A density of states counts how many electron states a crystal offers at each energy. In MoTe₂ most of the states near the gap are built from Te 5p and Mo 4d orbitals. Let the 4d share be DOS Mo 4d divided by the sum of DOS Te 5p and DOS Mo 4d. Energies are counted from a zero inside the gap, so negative rows are filled and positive ones empty. The table lists every second bin, so features between the rows can be missed. The calculation used the trigonal space group P-3m1, which has half the symmetry operations of the ideal structure's P6_3/mmc; nothing below rests on the other half.

Density of states of MoTe2 (6-atom cell, space group P-3m1, a = 3.497, c = 13.702 Å) from Ansatz 0.2.0: PBE, scalar-relativistic plane-wave PAW, no spin polarisation, cutoff 420 eV, Γ-centred k meshes 9×9×2 (density) and 14×14×3 (states). Tetrahedron method, averaged over 0.2 eV bins, energies from the Fermi level; Löwdin projections summed over sites.

```
energy (eV)  density of states total (states/eV/cell)  DOS Te 5p (states/eV/cell)  DOS Mo 4d (states/eV/cell)  DOS Te 5s (states/eV/cell)
      -7.95                                         0                           0                           0                      0.0000
      -7.55                                         0                           0                           0                      0.0000
      -7.15                                         0                           0                           0                      0.0000
      -6.75                                         0                           0                           0                      0.0000
      -6.35                                      0.09                        0.06                        0.01                      0.0000
      -5.95                                      1.84                        1.36                        0.26                      0.0500
      -5.55                                      3.14                        2.26                        0.56                      0.0800
      -5.15                                      6.53                        4.68                        1.52                      0.1300
      -4.75                                      3.38                        2.30                        0.85                      0.1100
      -4.35                                      2.64                        1.72                        0.65                      0.1400
      -3.95                                      4.03                        2.67                        1.01                      0.1800
      -3.55                                      5.37                        3.15                        1.64                      0.3200
      -3.15                                      5.43                        3.14                        1.91                      0.2000
      -2.75                                      4.98                        2.39                        2.38                      0.1000
      -2.35                                      7.08                        3.79                        2.83                      0.2800
      -1.95                                      6.82                        3.51                        2.97                      0.1600
      -1.55                                      6.81                        3.27                        3.19                      0.0900
      -1.15                                      3.56                        1.32                         2.1                      0.0700
      -0.75                                      5.43                        2.17                           3                      0.0700
      -0.35                                      0.84                        0.51                        0.27                      0.0400
       0.05                                         0                           0                           0                      0.0000
       0.45                                      0.88                        0.24                        0.56                      0.0300
       0.85                                      5.13                        1.16                        3.63                      0.1100
       1.25                                      9.21                        2.24                        6.31                      0.1500
       1.65                                      5.06                        2.12                        2.56                      0.1200
       2.05                                      5.57                        2.72                         2.4                      0.1600
       2.45                                      3.17                        1.72                        1.16                      0.0900
       2.85                                      7.55                        4.05                        2.84                      0.2500
       3.25                                      3.13                        1.61                        1.09                      0.0800
       3.65                                      1.98                        0.80                        0.66                      0.0900
       4.05                                      1.35                        0.31                        0.21                      0.0400
       4.45                                      1.79                        0.23                        0.12                      0.0300
       4.85                                      1.81                        0.23                        0.09                      0.0300
       5.25                                      1.47                        0.15                        0.05                      0.0300
       5.65                                      2.02                        0.18                        0.05                      0.0400
```

**(a) Why should the 4d share of the filled states grow towards the gap, and what share does this lead you to expect at −0.35 eV?**

*Solution.* Take one p orbital and one d orbital. Let e_d be the energy of the d orbital alone, V the coupling between the two, and c_p and c_d their amplitudes in a mixed state of energy E. The d line of the Schrödinger equation reads V c_p + e_d c_d = E c_d. It gives

c_p / c_d = (E − e_d) / V.

The energy of the p orbital has dropped out. This matters because overlap between Te atoms spreads the p energies over several eV, and the formula holds for any one of them paired with the d orbital. In the crystal a d orbital couples to several p orbitals at once, so the formula is only a guide.

Two limits show the trend. A state far below e_d, compared with V, is nearly pure p. A state close to e_d is nearly pure d. Filled states should therefore gain 4d character as they rise towards the d level. At equal coupling, a partner element with deeper p levels would have its bonding states further below e_d, and so richer in p.

The weights are squares of amplitudes, so √(5p/4d) should fall along a straight line as the energy rises. At −5.95 eV it is √(1.36/0.26) = 2.29, and at −0.75 eV it is √(2.17/3.00) = 0.85. That is a fall of 1.44 over 5.2 eV, or 0.28 per eV. Another 0.4 eV brings it to 0.74, and the expected 4d share at −0.35 eV is 1/(1 + 0.74²), about 65 %.

An expected share above one half already strains the picture. Of two mixed states, the lower one holds more of the lower orbital. A state below e_d with more d than p therefore needs a p level above e_d. Chemistry suggests a second source of 4d near the gap: counted formally, each Mo keeps two d electrons, and these are expected to fill a d-rich band at the top of the filled states.

The output after this text fits the same formula to all rows from −5.95 to −0.75 eV, with a plain straight line in the share for comparison. Typical misses are 4 and 3 percentage points. The line does as well as the formula, so the fit alone does not prove the mechanism. The row at −0.35 eV was in neither fit; they predict 72 % and 62 % for it.

**(b) Which filled rows break the rise, by how much, and why?**

*Solution.* The clear break is the last filled row. At −0.35 eV the 4d share is 35 %, which is 27 to 38 points below the two fits. One row deeper 4d leads, though its share has already slipped from 61 % at −1.15 eV to 58 %; here 5p leads. The row holds only about 0.17 electrons per cell, yet a thin band edge need not behave oddly: the equally thin first empty row, at 0.45 eV, resembles its neighbour above.

What sets this row apart is which states it contains. A deeper row averages over waves running through the crystal in many directions and with many wavelengths. The top row holds only states within about 0.1 eV of the valence top, and the calculation finds that top at Γ, where the wave repeats unchanged from cell to cell. The coupling V depends on how the contributions of neighbouring atoms add up, and this differs from wave to wave. A single V that suits the averages need not suit the states around Γ. The row is not confined to Γ, however. One band holds two electrons per cell, so 0.17 electrons fill about 8 % of the zone, or 4 % if two bands share them. Either the top band is flat far around Γ or quite different waves share the row; the table does not show which.

Why Te gains there has to be argued from known chemistry. Te atoms of adjacent layers face each other, and their p_z orbitals point across the space between the layers. At Γ their out-of-phase combination is pushed up in energy. Such a state still carries some 4d, but Te–Te contact can be expected to lift it to the top of the filled bands without the large 4d share that the simple model demands.

The table does not separate p_z from p_x and p_y, but it holds a hint. At Γ, symmetry lets Te 5s mix with p_z and not with the other two. The 5s share of the total rises from about 1 % at −0.75 eV to about 5 % at −0.35 eV. Some deeper rows reach similar or higher values, part of the rise only follows the larger Te share, and the symmetry rule lapses for waves with a component along the layers, so the hint is weak. Projecting the 5p states on p_z, p_x and p_y separately would test it directly. A single layer computed in the same way would show what the state at Γ owes to the contact between layers. Spin–orbit coupling, which is absent here and strong in Te, could also change which states share the top row. The top at Γ was found on the density mesh, which contains the zone corner K. The k mesh of states misses K and, with three divisions along c, the top face of the zone, and it was not tested for convergence, so the exact share in so thin a row is uncertain.

A smaller break lies at −2.75 eV, where the 4d share is 8 to 10 points above the fits although the row was part of them. That is more than twice the typical miss, but among 14 rows the largest miss can be expected to come near that size from scatter alone, so this break is marginal. The table does not show which waves or which of the five d orbitals fill this row, and its cause stays open.

**(c) What does the model expect above the gap, and where does it fail?**

*Solution.* The formula depends on the distance from e_d, whichever side the state lies on. The 4d share should therefore peak where E meets e_d and fall again above it. Apart from the dip at the valence top, the table has roughly this shape: the share is highest at 0.85 eV, and from 2.05 eV upwards 5p exceeds 4d in every row. From 4.05 eV upwards the two shells together hold less than half of the total, so there the share describes only a minor part of the states.

The position and height of the peak are wrong, however. Continued from the filled rows, the model reaches pure 4d near 2 eV, where the table gives 47 %. Even at its highest the computed share is only 76 %. Pure 4d is only a limit of the formula, since two coupled levels never give a state exactly at e_d. A likely further cause is that one level e_d has to stand for five d orbitals. The six Te neighbours of each Mo split them into groups with different energies and couplings, so no single energy is the meeting point for all. The fitted constants are thus no measure of a real d level. PBE also tends to make gaps too small, which puts the empty rows too close to the filled ones. This does not excuse the model, which is fitted to and tested against the bands of one and the same PBE calculation.

That 5p must return can also be seen by counting places. The computed populations leave 7.7 empty places per cell in Te 5p and 8.9 in Mo 4d. Over all empty states the 4d share is then 8.9/(7.7 + 8.9), or about 54 %. The first three empty rows lie well above this average, so other empty states must lie below it. The count does not fix their energy; the table places many of them from 2.05 eV upwards.

For practical use, the character of a band edge should be read from the states at the edge, not from the nearest large peak. Among the listed rows, the first large peak above the gap would have given the right leading orbital for the empty edge, but the first large peak below it would have given the wrong one for the filled edge.

Output of the analysis:

```
4d share of 5p+4d at -5.95 eV, %: 16.05
4d share at -2.75 eV, %: 49.9
4d share at -0.75 eV, %: 58.03
4d share at -0.35 eV, %: 34.62
rise of the straight line, points per eV: 8.275
mixing model at -0.35 eV, %: 72.23
straight line at -0.35 eV, %: 62.08
table less mixing model at -0.35 eV, points: -37.61
table less straight line at -0.35 eV, points: -27.47
rms miss of mixing model in fitted rows, points: 4.045
rms miss of straight line in fitted rows, points: 3.33
table less mixing model at -2.75 eV, points: 10.46
table less straight line at -2.75 eV, points: 7.671
electrons in the 0.2 eV bin at -0.35 eV, per cell: 0.168
Te 5s share of total at -0.35 eV, %: 4.762
Te 5s share of total at -0.75 eV, %: 1.289
part of total in 5p, 4d and Te 5s at -0.35 eV, %: 97.62
4d share in the rows 0.45 to 2.85 eV, %: 70, 75.78, 73.8, 54.7, 46.88, 40.28, 41.22
mixing model in the rows 0.45 to 2.85 eV, %: 85.39, 91.21, 95.88, 98.93, 100, 98.96, 95.95
empty Te 5p places per cell: 7.747
empty Mo 4d places per cell: 8.916
average 4d share of all empty 5p+4d weight, %: 53.51
```
